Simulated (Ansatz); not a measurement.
All numbers below come from DFT PBE, scalar-relativistic, plane waves, PAW (Ansatz). Settings: cutoff 420 eV, Γ-centred meshes spaced at most about 0.3 Å⁻¹, and about 0.25 Å⁻¹ or finer for metals (2π included), Gaussian smearing. No spin polarisation.

These are static total energies at zero pressure.

Two forms of MgSi2N2 were relaxed alike.

A.

Space group Cmmm (No. 65). a = 3.346 Å, b = 8.126 Å, c = 5.428 Å, α = 90.00°, β = 90.00°, γ = 90.00°
```tsv
atom	site	symmetry	x	y	z
Mg	2c	mmm	0.5000	0.0000	0.5000
Si	4i	m2m	0.5000	0.3501	0.0000
N	4k	mm2	0.0000	0.0000	0.2401
```

B.

Space group I4/mmm (No. 139). a = 3.479 Å, b = 3.479 Å, c = 12.141 Å, α = 90.00°, β = 90.00°, γ = 90.00°
```json
{"atom": "Mg", "site": "2a", "symmetry": "4/mmm", "x": "0.0000", "y": "0.0000", "z": "0.0000"}
{"atom": "Si", "site": "4e", "symmetry": "4mm", "x": "0.0000", "y": "0.0000", "z": "0.3081"}
{"atom": "N", "site": "4d", "symmetry": "-4m2", "x": "0.0000", "y": "0.5000", "z": "0.2500"}
```

Question: Which would you expect to be lower, and how large is the difference?

Answer: A is lower, by 0.51 eV/atom. A has space group Cmmm (No. 65), 14.8 Å³/atom and no gap on its mesh; B has space group I4/mmm (No. 139), 14.7 Å³/atom and no gap. The shortest distance is 1.78 Å (Si–N) in A and 1.88 Å (Si–N) in B. A holds Si–Si nets (shortest 2.33 Å); in B the shortest Si–Si distance is 2.84 Å, near bonding range too. In A, Mg has 4 N at 2.19 Å; Si is surrounded by 2 N at 1.78 Å and 3 Si at 2.33–2.44 Å; around N lie 2 Si at 1.78 Å and 2 Mg at 2.19 Å. In B, Mg has 8 Si at 3.39 Å, 4 Mg at 3.48 Å, 8 N at 3.50 Å and 2 Si at 3.74 Å; Si has 4 N at 1.88 Å, 4 Si at 2.84 Å, 4 Mg at 3.39 Å, 4 Si at 3.48 Å and 1 Mg at 3.74 Å; around N lie 4 Si at 1.88 Å, 4 N at 2.46 Å, 4 N at 3.48 Å and 4 Mg at 3.50 Å. Both come from invented guesses.

Cells relaxed within their symmetry can be saddle points.
